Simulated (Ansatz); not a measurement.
CuO in Ansatz: the effect of target pressure

The system is CuO.

```
Cu O
1.0
     4.16094    0.00000    0.00000
     0.00000    4.16094    0.00000
     0.00000    0.00000    3.88764
Cu O
3 3
Direct
  0.50000 0.00000 0.50000
  0.00000 0.50000 0.50000
  0.00000 0.00000 0.00000
  0.00000 0.00000 0.50000
  0.50000 0.00000 0.00000
  0.00000 0.50000 0.00000
```

Measurements of this composition are mostly on another form, of space group No. 15.

Alike in all runs:

```yaml
Program: Ansatz 0.2.0
Task: relaxation of cell and atoms
Functional: PBE
Potentials_or_basis: Ansatz PAW
Cutoff: "420 eV (not typed: the program's choice for these potentials)"
k_mesh: 7 × 7 × 7
Occupations: fermi-dirac, width 0.05 eV
Spin: no spin polarisation
```

Each run relaxes the cell or the atoms first.

Q: One run gave: relaxed volume 9.58 Å³/atom. Which target pressure did it use?
A. 10 GPa
B. 30 GPa
C. 5 GPa
D. 2 GPa
E. 20 GPa

A: B.

```csv
target pressure,relaxed volume (Å³/atom)
0 GPa,11.48
2 GPa,11.24
5 GPa,10.95
10 GPa,10.57
20 GPa,10.00
30 GPa,9.58
```

Caveats: the plane-wave basis is chosen anew once the cell has moved, so the energies of steps on either side of that aren't comparable; an odd number of electrons without spin polarisation forces a metal; a magnetic or distorted state may lie lower; the run has no spin polarisation, though such a crystal can be magnetic.
